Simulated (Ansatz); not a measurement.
**Ge: band structure with PBEsol**

Crystal: Ge.

```
CELL_PARAMETERS angstrom
0.00000 2.88574 5.11566
2.63050 0.00000 5.11566
2.63050 2.88574 0.00000
ATOMIC_POSITIONS crystal
Ge 0.72649 0.27351 0.72649
Ge 0.27351 0.72649 0.27351
Ge 0.21813 0.21813 0.78187
Ge 0.78187 0.78187 0.21813
```

This isn't the form of Ge at room conditions, which is diamond.

| Property | Result |
| --- | --- |
| Program | Ansatz 0.2.0 |
| Task | band structure |
| Functional | PBEsol |
| Potentials or basis | all-electron LAPW, scalar-relativistic |
| Cutoff | 247 eV (chosen from the basis error) |
| Basis error allowed | 0.002 eV/atom |
| k mesh | 7 × 7 × 7 |
| Occupations | fermi-dirac, width 0.05 eV |
| Spin | no spin polarisation |

* Pressure: -3.5 GPa
* Largest force: 0.043 eV/Å
* Band gap along the path: none (metal or under the smearing width)

Forces on the atoms (eV/Å):
```
Ge   0.000 -0.040  0.000
Ge   0.000  0.040  0.000
Ge   0.000  0.000  0.043
Ge   0.000  0.000 -0.043
```

Stress tensor (GPa, compression positive):
```
-3.97  0.00  0.00
 0.00 -2.99  0.00
 0.00  0.00 -3.42
```

Levels at the corners of the path, in eV from the Fermi level:
```tsv
point	band 43	band 44	band 45	band 46	band 47	band 48
Γ	-1.93	-1.78	-1.55	2.94	3.70	4.10
Y	-3.12	-2.60	-1.19	-0.78	3.60	4.76
C	-2.61	-2.36	-0.96	-0.45	2.89	3.69
D	-3.40	-1.99	-1.79	2.82	3.73	3.98
X	-3.42	-2.00	-1.80	2.80	3.81	4.07
Γ	-1.93	-1.78	-1.55	2.94	3.70	4.10
Z	-0.18	0.56	1.07	1.22	2.03	2.76
D1	-3.40	-1.99	-1.79	2.82	3.73	3.98
```

It took 45 s on 2 threads of Arm Neoverse V1 (shared host), peak memory 0.54 GiB.
